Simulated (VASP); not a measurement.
# Pt₁₂H: drag along a line

Pt₁₂H, slab, 13 atoms in the cell. PBE, constrained relaxations along a path; PAW potentials Pt, H (PBE set).

Path: drag along a line, H hops from a hollow site to the next hollow site of Pt(100).

## Input

INCAR:
```
SYSTEM = HPt12
ALGO = Normal ; EDIFF = 1E-6
EDIFFG = -0.03 ; ENCUT = 250
IBRION = 2 ; ISIF = 2
ISMEAR = 1 ; KPAR = 2
LASPH = .TRUE. ; LCHARG = .FALSE.
LREAL = .FALSE. ; LWAVE = .FALSE.
NELM = 100 ; NSW = 60
POTIM = 0.5 ; PREC = Normal
SIGMA = 0.1
```

KPOINTS:
```
k-points
0
Gamma
  3 3 1
```

POSCAR.step1:
```
HPt12
1.0
    5.5462627489      0.0000000000      0.0000000000
    0.0000000000      5.5462627489      0.0000000000
    0.0000000000      0.0000000000     19.0918000000
Pt H
12 1
Selective dynamics
Direct
    0.0000000000      0.0000000000      0.3142710483  F F F
    0.5000000000      0.0000000000      0.3142710483  F F F
    0.0000000000      0.5000000000      0.3142710483  F F F
    0.5000000000      0.5000000000      0.3142710483  F F F
    0.2500000000      0.2500000000      0.4169800647  T T T
    0.7500000000      0.2500000000      0.4169800647  T T T
    0.2500000000      0.7500000000      0.4169800647  T T T
    0.7500000000      0.7500000000      0.4169800647  T T T
    0.0000000000      0.0000000000      0.5196890812  T T T
    0.5000000000      0.0000000000      0.5196890812  T T T
    0.0000000000      0.5000000000      0.5196890812  T T T
    0.5000000000      0.5000000000      0.5196890812  T T T
    0.2500000000      0.2500000000      0.5458783352  F T T
```

POSCAR.step2:
```
HPt12
1.0
    5.5462627489      0.0000000000      0.0000000000
    0.0000000000      5.5462627489      0.0000000000
    0.0000000000      0.0000000000     19.0918000000
Pt H
12 1
Selective dynamics
Direct
    0.0000000000      0.0000000000      0.3142710483  F F F
    0.5000000000      0.0000000000      0.3142710483  F F F
    0.0000000000      0.5000000000      0.3142710483  F F F
    0.5000000000      0.5000000000      0.3142710483  F F F
    0.2500000000      0.2500000000      0.4169800647  T T T
    0.7500000000      0.2500000000      0.4169800647  T T T
    0.2500000000      0.7500000000      0.4169800647  T T T
    0.7500000000      0.7500000000      0.4169800647  T T T
    0.0000000000      0.0000000000      0.5196890812  T T T
    0.5000000000      0.0000000000      0.5196890812  T T T
    0.0000000000      0.5000000000      0.5196890812  T T T
    0.5000000000      0.5000000000      0.5196890812  T T T
    0.1500000000      0.2500000000      0.5458783352  F T T
```

POSCAR.step3:
```
HPt12
1.0
    5.5462627489      0.0000000000      0.0000000000
    0.0000000000      5.5462627489      0.0000000000
    0.0000000000      0.0000000000     19.0918000000
Pt H
12 1
Selective dynamics
Direct
    0.0000000000      0.0000000000      0.3142710483  F F F
    0.5000000000      0.0000000000      0.3142710483  F F F
    0.0000000000      0.5000000000      0.3142710483  F F F
    0.5000000000      0.5000000000      0.3142710483  F F F
    0.2500000000      0.2500000000      0.4169800647  T T T
    0.7500000000      0.2500000000      0.4169800647  T T T
    0.2500000000      0.7500000000      0.4169800647  T T T
    0.7500000000      0.7500000000      0.4169800647  T T T
    0.0000000000      0.0000000000      0.5196890812  T T T
    0.5000000000      0.0000000000      0.5196890812  T T T
    0.0000000000      0.5000000000      0.5196890812  T T T
    0.5000000000      0.5000000000      0.5196890812  T T T
    0.0750000000      0.2500000000      0.5458783352  F T T
```

POSCAR.step4:
```
HPt12
1.0
    5.5462627489      0.0000000000      0.0000000000
    0.0000000000      5.5462627489      0.0000000000
    0.0000000000      0.0000000000     19.0918000000
Pt H
12 1
Selective dynamics
Direct
    0.0000000000      0.0000000000      0.3142710483  F F F
    0.5000000000      0.0000000000      0.3142710483  F F F
    0.0000000000      0.5000000000      0.3142710483  F F F
    0.5000000000      0.5000000000      0.3142710483  F F F
    0.2500000000      0.2500000000      0.4169800647  T T T
    0.7500000000      0.2500000000      0.4169800647  T T T
    0.2500000000      0.7500000000      0.4169800647  T T T
    0.7500000000      0.7500000000      0.4169800647  T T T
    0.0000000000      0.0000000000      0.5196890812  T T T
    0.5000000000      0.0000000000      0.5196890812  T T T
    0.0000000000      0.5000000000      0.5196890812  T T T
    0.5000000000      0.5000000000      0.5196890812  T T T
    0.0000000000      0.2500000000      0.5458783352  F T T
```

POSCAR.step5:
```
HPt12
1.0
    5.5462627489      0.0000000000      0.0000000000
    0.0000000000      5.5462627489      0.0000000000
    0.0000000000      0.0000000000     19.0918000000
Pt H
12 1
Selective dynamics
Direct
    0.0000000000      0.0000000000      0.3142710483  F F F
    0.5000000000      0.0000000000      0.3142710483  F F F
    0.0000000000      0.5000000000      0.3142710483  F F F
    0.5000000000      0.5000000000      0.3142710483  F F F
    0.2500000000      0.2500000000      0.4169800647  T T T
    0.7500000000      0.2500000000      0.4169800647  T T T
    0.2500000000      0.7500000000      0.4169800647  T T T
    0.7500000000      0.7500000000      0.4169800647  T T T
    0.0000000000      0.0000000000      0.5196890812  T T T
    0.5000000000      0.0000000000      0.5196890812  T T T
    0.0000000000      0.5000000000      0.5196890812  T T T
    0.5000000000      0.5000000000      0.5196890812  T T T
   -0.0750000000      0.2500000000      0.5458783352  F T T
```

POSCAR.step6:
```
HPt12
1.0
    5.5462627489      0.0000000000      0.0000000000
    0.0000000000      5.5462627489      0.0000000000
    0.0000000000      0.0000000000     19.0918000000
Pt H
12 1
Selective dynamics
Direct
    0.0000000000      0.0000000000      0.3142710483  F F F
    0.5000000000      0.0000000000      0.3142710483  F F F
    0.0000000000      0.5000000000      0.3142710483  F F F
    0.5000000000      0.5000000000      0.3142710483  F F F
    0.2500000000      0.2500000000      0.4169800647  T T T
    0.7500000000      0.2500000000      0.4169800647  T T T
    0.2500000000      0.7500000000      0.4169800647  T T T
    0.7500000000      0.7500000000      0.4169800647  T T T
    0.0000000000      0.0000000000      0.5196890812  T T T
    0.5000000000      0.0000000000      0.5196890812  T T T
    0.0000000000      0.5000000000      0.5196890812  T T T
    0.5000000000      0.5000000000      0.5196890812  T T T
   -0.1500000000      0.2500000000      0.5458783352  F T T
```

POSCAR.step7:
```
HPt12
1.0
    5.5462627489      0.0000000000      0.0000000000
    0.0000000000      5.5462627489      0.0000000000
    0.0000000000      0.0000000000     19.0918000000
Pt H
12 1
Selective dynamics
Direct
    0.0000000000      0.0000000000      0.3142710483  F F F
    0.5000000000      0.0000000000      0.3142710483  F F F
    0.0000000000      0.5000000000      0.3142710483  F F F
    0.5000000000      0.5000000000      0.3142710483  F F F
    0.2500000000      0.2500000000      0.4169800647  T T T
    0.7500000000      0.2500000000      0.4169800647  T T T
    0.2500000000      0.7500000000      0.4169800647  T T T
    0.7500000000      0.7500000000      0.4169800647  T T T
    0.0000000000      0.0000000000      0.5196890812  T T T
    0.5000000000      0.0000000000      0.5196890812  T T T
    0.0000000000      0.5000000000      0.5196890812  T T T
    0.5000000000      0.5000000000      0.5196890812  T T T
   -0.2500000000      0.2500000000      0.5458783352  F T T
```

Commands (each step's output is kept before the next begins):
```
cat potpaw_PBE.64/Pt/POTCAR potpaw_PBE.64/H/POTCAR > POTCAR
cp POSCAR.step1 POSCAR
mpirun -np 4 vasp_std > vasp.out
cp POSCAR.step2 POSCAR
mpirun -np 4 vasp_std > vasp.out
cp POSCAR.step3 POSCAR
mpirun -np 4 vasp_std > vasp.out
cp POSCAR.step4 POSCAR
mpirun -np 4 vasp_std > vasp.out
cp POSCAR.step5 POSCAR
mpirun -np 4 vasp_std > vasp.out
cp POSCAR.step6 POSCAR
mpirun -np 4 vasp_std > vasp.out
cp POSCAR.step7 POSCAR
mpirun -np 4 vasp_std > vasp.out
```

## Result

- Barrier (eV): 0.000
- Ionic steps, all stages: 137
- Electronic steps, all stages: 1490

Energy along the pull:

| Share of the way | Energy above the start (eV) |
|---|---|
| 0 | 0.000 |
| 0.2 | -0.180 |
| 0.35 | -0.285 |
| 0.5 | -0.321 |
| 0.65 | -0.285 |
| 0.8 | -0.180 |
| 1 | 0.000 |

The slab is face-centred cubic Pt(100), in-plane cell 5.55 × 5.55 Å, with 3 × 3 k points.

Limits: the adatom repeats in each 2 x 2 surface cell, and the slab has three layers.

VASP 6.6.1 took 2760 s on 4 cores (Intel Xeon Platinum 8259CL @ 2.50GHz (Skylake/Cascade Lake)), a shared host.
